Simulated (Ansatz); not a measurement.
A run of Ansatz 0.2.0:

input.yaml

```yaml
crystal:
  lattice:
    - [-1.75465, 1.75465, 1.75465]
    - [1.75465, -1.75465, 1.75465]
    - [1.75465, 1.75465, -1.75465]
  atoms:
    - { symbol: Li, position: [0.0, 0.0, 0.0] }
hamiltonian:
  xc: blyp
  pseudopotentials: { kind: paw, level: accurate }
  dispersion: d3bjatm
kpoints:
  mp_grid: { grid: [11, 11, 11] }
  band_path:
    path:
      - [[0.0, 0.0, 0.0], [0.5, -0.5, 0.5], [0.0, 0.0, 0.5], [0.0, 0.0, 0.0], [0.25, 0.25, 0.25], [0.5, -0.5, 0.5]]
      - [[0.25, 0.25, 0.25], [0.0, 0.0, 0.5]]
    npoints: 14
scf:
  occupations: { method: cold, width: 0.025 }
  n_extra_bands: 6
output:
  forces: true
  stress: true
  eigenvalues: true
  fatbands: true
```

Potentials or basis: Ansatz PAW earlier set.

Launch:

```bash
$ ansatz run input.yaml --threads 1 --pin off --max-ram 2560MiB --backend cpu --events-out ev --progress --plain --runs-dir out
```

Hardware: 1 thread of Arm Neoverse V2, with other jobs on the host.

Problem. Estimate the wall time of this run.

Solution. It took 2.1 s on 1 thread of Arm Neoverse V2, on a shared host, peak memory 0.27 GiB. Counts: scf iterations 5, plane waves 1055, k points 56, bands 8.
